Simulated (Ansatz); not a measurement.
Crystal: ZrC.

```
Zr C
1.0
     0.00000    2.36500    2.36500
     2.36500    0.00000    2.36500
     2.36500    2.36500    0.00000
Zr C
1 1
Direct
  0.50000 0.50000 0.50000
  0.00000 0.00000 0.00000
```

- Program: Ansatz 0.2.0
- Task: relaxation of cell and atoms
- Functional: PBEsol
- Dispersion: D3(BJ)
- Potentials or basis: Ansatz PAW
- Cutoff: 420 eV (not typed: the program's choice for these potentials)
- k mesh: 10 × 10 × 10
- Occupations: fermi-dirac, width 0.05 eV
- Spin: no spin polarisation

At the start: volume 13.23 Å³/atom.

**Question.** Where does the relaxation end?

**Answer.** It ends after 7 steps and the volume is 12.45 Å³/atom (-5.9 %); space group Fm-3m (No. 225, to 0.05 Å).

The path:
| step | energy change (eV) | largest force (eV/Å) | volume (Å³) |
| --- | --- | --- | --- |
| 1 | 0.0000 | 0.0000 | 26.46 |
| 2 | -0.0692 | 0.0000 | 25.04 |
| 3 | -0.0700 | 0.0000 | 24.89 |
| 4 | -0.0700 | 0.0000 | 24.90 |
| 5 | -0.0685 | 0.0000 | 24.90 |
| 6 | -0.0685 | 0.0000 | 24.89 |
| 7 | -0.0685 | 0.0000 | 24.89 |

Final structure:
```cif
data_structure
_symmetry_space_group_name_H-M 'P 1'
_symmetry_Int_Tables_number 1
_cell_length_a 3.2773
_cell_length_b 3.2773
_cell_length_c 3.2773
_cell_angle_alpha 60.000
_cell_angle_beta 60.000
_cell_angle_gamma 60.000
_cell_volume 24.89
loop_
_atom_site_label
_atom_site_type_symbol
_atom_site_fract_x
_atom_site_fract_y
_atom_site_fract_z
_atom_site_occupancy
Zr1 Zr 0.50000 0.50000 0.50000 1
C1 C 0.00000 0.00000 0.00000 1
```

Caveat: the plane-wave basis is chosen anew once the cell has moved, so the energies of steps on either side of that aren't comparable; the PAW data sets come from PBE, with cores solved anew for the run's functional, which leaves a small shift of forces and pressure.
